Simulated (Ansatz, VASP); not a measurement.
**HfO2: VASP beside Ansatz**

```
CELL_PARAMETERS angstrom
0.00000 2.52350 2.52350
2.52350 0.00000 2.52350
2.52350 2.52350 0.00000
ATOMIC_POSITIONS crystal
Hf 0.00000 0.00000 0.00000
O 0.25000 0.25000 0.25000
O 0.75000 0.75000 0.75000
```

Alike in both runs: functional PBEsol; k mesh 6 × 6 × 6; occupations gaussian, width 0.1 eV; no spin polarisation.

Ansatz relaxed the structure, and its values are those at the end. VASP's run is a single point on that final structure, the one shown.

|  | VASP | Ansatz |
| --- | --- | --- |
| version | VASP 6.6.1 | Ansatz 0.2.0 |
| potentials or method | VASP PAW PBE potentials, release 64 (Hf_pv, O) | scalar-relativistic, plane waves, PAW |
| plane-wave cutoff (eV) | 520 | 420 |
| valence electrons in the cell | 22 | 38 |

```tsv
	VASP	Ansatz	Ansatz less VASP
gap on the k mesh at the Fermi level (eV)	3.71	3.68	-0.022
least direct gap on the mesh (eV)	3.71	3.68	-0.022
pressure (GPa)	-4.2	-0.5	+3.71
```

The two sets of potentials don't hold the same shells in valence.

Caveats: the PAW data sets were made with another functional, which shifts forces and pressure a little (VASP); spin-orbit coupling is left out, which moves the levels of the heavy elements. A k mesh can miss the band edges. A hybrid or GW would open this gap; PBEsol tends to underestimate it.
